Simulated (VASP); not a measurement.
# Band edges against the vacuum: BAs(110)

Aim: ionisation energy and electron affinity of BAs(110), from a slab and a bulk run lined up through core potentials.

Program: VASP 6.6.1. Level of theory: PBEsol; plane waves and PAW (B, As). Results are calculated unless marked as measured.

**What experiment says.**

For BAs, zinc blende (CVT-grown single crystal, 100 K), “Thermal expansion coefficients of high thermal conducting BAs and BP materials” (2019, arxiv:1906.04101) gives, by single-crystal XRD (Mo K-alpha): lattice constant a (cubic a at 100 K) 4.7741 ± 0.0015 Å.

“Optical properties of cubic boron arsenide” (2019, arxiv:1911.04914) reports for BAs, zinc blende, by spectroscopic ellipsometry (CVT-grown opaque bulk crystals, 300 K): band gap (direct gap from square of absorption coefficient, average of two …) about 4.12 eV [Extrapolated from square of absorption coefficient from ellipsometry; average of two …].

### Step 1. The starting structure

The structure is cubic, space group F-43m (No. 216). The conventional cell has a = 4.780 Å, b = 4.780 Å, c = 4.780 Å, α = 90.00°, β = 90.00°, γ = 90.00°. B has 4 As at 2.07 Å nearest. Nearest to As lie 4 B at 2.07 Å. Farther neighbours are not listed.

Structure file:

```cif
data_structure
_symmetry_space_group_name_H-M 'P 1'
_symmetry_Int_Tables_number 1
_cell_length_a 3.3800
_cell_length_b 3.3800
_cell_length_c 3.3800
_cell_angle_alpha 60.000
_cell_angle_beta 60.000
_cell_angle_gamma 60.000
_cell_volume 27.30
loop_
_atom_site_label
_atom_site_type_symbol
_atom_site_fract_x
_atom_site_fract_y
_atom_site_fract_z
_atom_site_occupancy
B1 B 0.00000 0.00000 0.00000 1
As2 As 0.25000 0.25000 0.25000 1
```

### Step 2. Relaxing the bulk crystal

The later steps need the crystal at this functional's own lattice; a raised cutoff keeps the stress reliable while the cell changes.

File INCAR:

```
SYSTEM = BAs
PREC = Accurate
ENCUT = 420
EDIFF = 1E-06
NELM = 120
ISMEAR = 0
SIGMA = 0.03
LREAL = .FALSE.
ALGO = Normal
GGA = PS
NBANDS = 10
LORBIT = 11
LWAVE = .FALSE.
LCHARG = .FALSE.
KPAR = 4
LASPH = .TRUE.
IBRION = 2
NSW = 40
ISIF = 3
EDIFFG = -0.02
POTIM = 0.4
```

File POSCAR:

```
BAs
1.0
    0.0000000000      2.3900000000      2.3900000000
    2.3900000000      0.0000000000      2.3900000000
    2.3900000000      2.3900000000      0.0000000000
B As
1 1
Direct
    0.0000000000      0.0000000000      0.0000000000
    0.2500000000      0.2500000000      0.2500000000
```

File KPOINTS:

```
Automatic mesh
0
Gamma
7 7 7
0 0 0
```

Potentials, in the order of the species: B and As (PBE family, release 64).

The run is started by

```console
$ mpirun -np 4 vasp_std
```

Log:

```text
[banner, memory and clock lines left out]
running    4 mpi-ranks, on    1 nodes
 distrk:  each k-point on    1 cores,    4 groups
 distr:  one band on    1 cores,    1 groups

 POSCAR found type information on POSCAR B As
 POSCAR found :  2 types and       2 ions
|                                                                             |
|               ----> ADVICE to this user running VASP <----                  |
|                                                                             |
|     You enforced a specific xc type in the INCAR file but a different       |
|     [... a line on the potential file left out ...]
|     I HOPE YOU KNOW WHAT YOU ARE DOING!                                     |
|                                                                             |

 LDA part: xc-table for (Slater+PW92), standard interpolation
 POSCAR, INCAR and KPOINTS ok, starting setup
 FFT: planning ... GRIDC
 FFT: planning ... GRID_SOFT
 FFT: planning ... GRID
 WAVECAR not read
 entering main loop
       N       E                     dE             d eps       ncg     rms          rms(c)
DAV:   1     0.844916569674E+01    0.84492E+01   -0.32992E+03   400   0.596E+02
DAV:   2    -0.122108189076E+02   -0.20660E+02   -0.19865E+02   566   0.975E+01
DAV:   3    -0.128010756921E+02   -0.59026E+00   -0.58888E+00   478   0.157E+01
DAV:   4    -0.128025120966E+02   -0.14364E-02   -0.14364E-02   496   0.876E-01
DAV:   5    -0.128025136042E+02   -0.15076E-05   -0.15076E-05   484   0.289E-02    0.482E+00
DAV:   6    -0.122739236192E+02    0.52859E+00   -0.13984E+00   430   0.507E+00    0.239E+00
DAV:   7    -0.122053688036E+02    0.68555E-01   -0.18499E-01   458   0.221E+00    0.923E-01
DAV:   8    -0.121961794642E+02    0.91893E-02   -0.19216E-02   428   0.790E-01    0.937E-02
DAV:   9    -0.121963166873E+02   -0.13722E-03   -0.64610E-04   446   0.164E-01    0.510E-02
DAV:  10    -0.121963751541E+02   -0.58467E-04   -0.96120E-05   428   0.602E-02    0.106E-02
DAV:  11    -0.121963777492E+02   -0.25951E-05   -0.19228E-06   482   0.109E-02    0.982E-03
DAV:  12    -0.121963775619E+02    0.18726E-06   -0.10518E-06   268   0.548E-03
   1 F= -.12196378E+02 E0= -.12196378E+02  d E =-.121964E+02
 curvature:   0.00 expect dE= 0.000E+00 dE for cont linesearch  0.000E+00
 trial: gam= 0.00000 g(F)=  0.204E-47 g(S)=  0.610E-04 ort = 0.000E+00 (trialstep = 0.100E+01)
 search vector abs. value=  0.610E-04
 reached required accuracy - stopping structural energy minimisation
```

The job ended after 1.8 s (4 MPI ranks of Intel Xeon 6975P-C (Granite Rapids), shared host; peak memory 0.49 GiB).

The logs omit lines about the potential files and the build; timing stands in the text.

OUTCAR, selected parts (step 2):

```text
ion  position               nearest neighbor table
   1  0.000  0.000  0.000-   2 2.07   2 2.07   2 2.07   2 2.07
   2  0.250  0.250  0.250-   1 2.07   1 2.07   1 2.07   1 2.07

  LATTYP: Found a face centered cubic cell.
 ALAT       =     4.7800000000

 Subroutine GETGRP returns: Found 24 space group operations
 (whereof 24 operations were pure point group operations)

The static configuration has the point symmetry T_d .

 Found     20 irreducible k-points:

   k-points           NKPTS =     20   k-points in BZ     NKDIM =     20   number of bands    NBANDS=     10

   dimension x,y,z NGX =    24 NGY =   24 NGZ =   24
   dimension x,y,z NGXF=    48 NGYF=   48 NGZF=   48

   ENCUT  =  420.0 eV  30.87 Ry    5.56 a.u.   5.65  5.65  5.65*2*pi/ulx,y,z

   NELECT =       8.0000    total number of electrons

 k-points in reciprocal lattice and weights: Automatic mesh
   0.00000000  0.00000000  0.00000000       0.003
   0.14285714  0.00000000  0.00000000       0.023
   0.28571429  0.00000000  0.00000000       0.023
   0.42857143  0.00000000  0.00000000       0.023
   0.14285714  0.14285714  0.00000000       0.017
   0.28571429  0.14285714  0.00000000       0.070
   0.42857143  0.14285714  0.00000000       0.070
  -0.42857143  0.14285714  0.00000000       0.070
  -0.28571429  0.14285714  0.00000000       0.070
[...]
-0.42857143  0.42857143  0.14285714       0.070
  -0.28571429  0.42857143  0.14285714       0.070

 average (electrostatic) potential at core
       1 -26.9315       2 -48.5951

 E-fermi :   6.1961

 k-point     1 :       0.0000    0.0000    0.0000
  band No.  band energies     occupation
      1      -9.3948      2.00000
      2       6.0261      2.00000
      3       6.0261      2.00000
      4       6.0261      2.00000
      5       9.2624      0.00000
      6       9.2624      0.00000
      7       9.2624      0.00000
      8      10.6842      0.00000
      9      15.3624      0.00000
    ...

 k-point     2 :       0.1429    0.0000    0.0000
  band No.  band energies     occupation
      1      -9.0609      2.00000
      2       3.6257      2.00000
      3       5.4807      2.00000
      4       5.4807      2.00000
      5       9.3375      0.00000
      6       9.9761      0.00000
      7       9.9761      0.00000
      8      12.2472      0.00000
      9      16.5469      0.00000
    ...

 k-point     3 :       0.2857    0.0000    0.0000
  band No.  band energies     occupation
      1      -8.1011      2.00000
      2       0.2604      2.00000
      3       4.6990      2.00000
      4       4.6990      2.00000
      5       8.9466      0.00000
      6      10.7464      0.00000
      7      10.7464      0.00000
      8      14.2576      0.00000
      9      17.1300      0.00000
    ...

  Total       -0.0324695     -0.0324695     -0.0324695      0.0000000      0.0000000      0.0000000
  in kB       -1.9052980     -1.9052980     -1.9052980      0.0000000      0.0000000      0.0000000
  external PRESSURE =      -1.9052980 kB  Pullay stress =       0.0000000 kB

  energy-cutoff  :      420.00
  volume of cell :       27.30
      direct lattice vectors                 reciprocal lattice vectors
     0.000000000  2.390000000  2.390000000    -0.209205021  0.209205021  0.209205021
     2.390000000  0.000000000  2.390000000     0.209205021 -0.209205021  0.209205021
     2.390000000  2.390000000  0.000000000     0.209205021  0.209205021 -0.209205021

 POSITION                                       TOTAL-FORCE (eV/Angst)
 -----------------------------------------------------------------------------------
      0.00000      0.00000      0.00000        -0.000000     -0.000000      0.000000
      1.19500      1.19500      1.19500         0.000000      0.000000     -0.000000
 -----------------------------------------------------------------------------------
    total drift:                                0.000000      0.000000      0.000000

  FREE ENERGIE OF THE ION-ELECTRON SYSTEM (eV)
  ---------------------------------------------------
  free  energy   TOTEN  =       -12.1963775619 eV

  energy  without entropy=      -12.1963775619  energy(sigma->0) =      -12.19637756

 reached required accuracy - stopping structural energy minimisation

 total charge
# of ion       s       p       d       tot
------------------------------------------
    1        0.653   1.169   0.000   1.822
    2        1.174   1.664   0.087   2.926
--------------------------------------------------
tot          1.828   2.833   0.087   4.748

[... 3 further parts left out ...]
```

CONTCAR:

```
BAs
   1.00000000000000
     0.0000000000000000    2.3900000000000001    2.3900000000000001
     2.3900000000000001    0.0000000000000000    2.3900000000000001
     2.3900000000000001    2.3900000000000001    0.0000000000000000
  B               As
     1     1
Direct
     0.0000000000000000    0.0000000000000000    0.0000000000000000
     0.2500000000000000    0.2500000000000000    0.2500000000000000
```

The PAW data sets were made with PBE, which is usual practice but a small mismatch for other functionals. The run keeps the 24 symmetry operations of its start, so it cannot find a distortion of lower symmetry.

Little changed from the start: no atom moved by 0.005 Å and no cell edge by 0.1 %.

Numbers from this step:

| Quantity | Value |
| --- | --- |
| electronic steps | 12 |
| electrons | 8 |
| free energy (TOTEN) | -12.20 eV |
| Fermi energy | 6.196 eV |

The start already met the threshold, so nothing moved.

### Step 3. Band edges of the bulk

A static bulk run at the slab's cutoff gives the band edges and the core potentials that tie them to the slab.

File INCAR:

```
SYSTEM = BAs
PREC = Normal
ENCUT = 360
EDIFF = 1E-06
NELM = 120
ISMEAR = 0
SIGMA = 0.03
LREAL = .FALSE.
ALGO = Normal
GGA = PS
NBANDS = 10
LORBIT = 11
LWAVE = .FALSE.
LCHARG = .FALSE.
KPAR = 4
LASPH = .TRUE.
```

POSCAR is that of step 2.

File KPOINTS:

```
Automatic mesh
0
Gamma
16 16 16
0 0 0
```

The run is started by

```console
$ mpirun -np 4 vasp_std
```

Log:

```text
[banner, memory and clock lines left out]
running    4 mpi-ranks, on    1 nodes
 distrk:  each k-point on    1 cores,    4 groups
 distr:  one band on    1 cores,    1 groups

 POSCAR found type information on POSCAR B As
 POSCAR found :  2 types and       2 ions
 [... a notice as in an earlier step ...]

 LDA part: xc-table for (Slater+PW92), standard interpolation
 POSCAR, INCAR and KPOINTS ok, starting setup
 FFT: planning ... GRIDC
 FFT: planning ... GRID_SOFT
 FFT: planning ... GRID
 WAVECAR not read
 entering main loop
       N       E                     dE             d eps       ncg     rms          rms(c)
DAV:   1     0.654362374223E+01    0.65436E+01   -0.30915E+03  2908   0.526E+02
DAV:   2    -0.123239084455E+02   -0.18868E+02   -0.17987E+02  4098   0.893E+01
DAV:   3    -0.128046292225E+02   -0.48072E+00   -0.47984E+00  3446   0.141E+01
DAV:   4    -0.128058877547E+02   -0.12585E-02   -0.12585E-02  3542   0.789E-01
DAV:   5    -0.128058894954E+02   -0.17407E-05   -0.17407E-05  3394   0.299E-02    0.484E+00
DAV:   6    -0.122798250031E+02    0.52606E+00   -0.13907E+00  3132   0.502E+00    0.240E+00
DAV:   7    -0.122116417915E+02    0.68183E-01   -0.18318E-01  3502   0.219E+00    0.925E-01
DAV:   8    -0.122025173481E+02    0.91244E-02   -0.19046E-02  3138   0.773E-01    0.945E-02
DAV:   9    -0.122026486651E+02   -0.13132E-03   -0.61854E-04  3342   0.161E-01    0.519E-02
DAV:  10    -0.122027067016E+02   -0.58037E-04   -0.95820E-05  3188   0.590E-02    0.109E-02
DAV:  11    -0.122027093867E+02   -0.26851E-05   -0.19860E-06  3630   0.109E-02    0.102E-02
DAV:  12    -0.122027091678E+02    0.21886E-06   -0.10942E-06  1996   0.546E-03
   1 F= -.12202709E+02 E0= -.12202709E+02  d E =-.146581E-15
```

Run time: 2 s. Hardware: 4 MPI ranks; peak memory 0.49 GiB; 6.1 s of CPU time.

From OUTCAR (step 3):

```text
The static configuration has the point symmetry T_d .

 Found    145 irreducible k-points:

   k-points           NKPTS =    145   k-points in BZ     NKDIM =    145   number of bands    NBANDS=     10

   dimension x,y,z NGX =    16 NGY =   16 NGZ =   16
   dimension x,y,z NGXF=    32 NGYF=   32 NGZF=   32

   ENCUT  =  360.0 eV  26.46 Ry    5.14 a.u.   5.23  5.23  5.23*2*pi/ulx,y,z

   NELECT =       8.0000    total number of electrons

 E-fermi :   6.1744

 k-point     1 :       0.0000    0.0000    0.0000
  band No.  band energies     occupation
      1      -9.3966      2.00000
      2       6.0239      2.00000
      3       6.0239      2.00000
      4       6.0239      2.00000
      5       9.2609      0.00000
      6       9.2609      0.00000
      7       9.2609      0.00000
      8      10.6813      0.00000
      9      15.3609      0.00000
    ...

 k-point     2 :       0.0625    0.0000    0.0000
  band No.  band energies     occupation
      1      -9.3323      2.00000
      2       5.3834      2.00000
      3       5.8937      2.00000
      4       5.8938      2.00000
      5       9.3834      0.00000
      6       9.4314      0.00000
      7       9.4314      0.00000
      8      11.0426      0.00000
      9      15.6315      0.00000
    ...

  Total       -0.0526929     -0.0526929     -0.0526929      0.0000000      0.0000000      0.0000000
  in kB       -3.0919969     -3.0919969     -3.0919969      0.0000000      0.0000000      0.0000000
  external PRESSURE =      -3.0919969 kB  Pullay stress =       0.0000000 kB

  energy-cutoff  :      360.00
  volume of cell :       27.30
      direct lattice vectors                 reciprocal lattice vectors
     0.000000000  2.390000000  2.390000000    -0.209205021  0.209205021  0.209205021
     2.390000000  0.000000000  2.390000000     0.209205021 -0.209205021  0.209205021
     2.390000000  2.390000000  0.000000000     0.209205021  0.209205021 -0.209205021

 POSITION                                       TOTAL-FORCE (eV/Angst)
 -----------------------------------------------------------------------------------
      0.00000      0.00000      0.00000         0.000000      0.000000      0.000000
      1.19500      1.19500      1.19500        -0.000000     -0.000000     -0.000000
 -----------------------------------------------------------------------------------
    total drift:                                0.000000      0.000000     -0.000000

  FREE ENERGIE OF THE ION-ELECTRON SYSTEM (eV)
  ---------------------------------------------------
  free  energy   TOTEN  =       -12.2027091678 eV

  energy  without entropy=      -12.2027091678  energy(sigma->0) =      -12.20270917

 total charge
# of ion       s       p       d       tot
------------------------------------------
    1        0.656   1.169   0.000   1.825
    2        1.175   1.662   0.088   2.925
--------------------------------------------------
tot          1.831   2.832   0.088   4.750

[... 3 parts as in an earlier step ...]

[... 6 further parts left out ...]
```

The gap is read on the k-mesh alone, so it is an upper bound where the band edges lie off the mesh.

Numbers from this step:

* Fermi energy: 6.174 eV
* metallic: no
* gap on the k-mesh: 1.094 eV
* least direct gap on the k-mesh: 3.237 eV

[end of part 1 of 3]

[Lines on the potential files, build, host, timing and source positions are cut from VASP's logs without a mark.]

[Logs are printed without paths, hosts, clocks, repeated set-up lines and the standing remarks that a program may print on its own settings, such as how far it seeks lower states.]

[Hosts, paths, dates, database ids (printed as entryN), source tags and the programs' standing remarks are cut or masked in the printed files.]

[Runs that stopped without an error message from VASP are left out.]
